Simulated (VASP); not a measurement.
PbSe (Clausthalite):

```
Pb Se
1.0
     0.00000    3.06065    3.06065
     3.06065    0.00000    3.06065
     3.06065    3.06065    0.00000
Pb Se
1 1
Direct
  0.00000 0.00000 0.00000
  0.50000 0.50000 0.50000
```

Base run:

```yaml
Program: VASP 6.6.1
Functional: PBE
Potentials_or_basis: VASP PAW PBE potentials, release 64 (Pb_d, Se)
Cutoff: 520 eV
k_mesh: 6 × 6 × 6
Occupations: gaussian, width 0.03 eV
Spin: no spin polarisation
```

Its results: band gap on the k mesh 0.29 eV, direct; pressure 2.4 GPa.

Task: The run is repeated on the same cell with these changes: functional from PBE to PBEsol; further incar settings from ALGO = Fast; EDIFF = 1e-07; NBANDS = 17 to ALGO = Fast; EDIFF = 1e-06. What comes out?

Result: Band gap on the k mesh 0.20 eV, direct; pressure -0.5 GPa.

Caveats: spin-orbit coupling is left out, which as a rule narrows the gap of such compounds by several tenths of an eV; the PAW data sets were made with another functional, which shifts forces and pressure a little (some runs).

A k mesh can miss the band edges.

Not every run made on this cell is shown here.
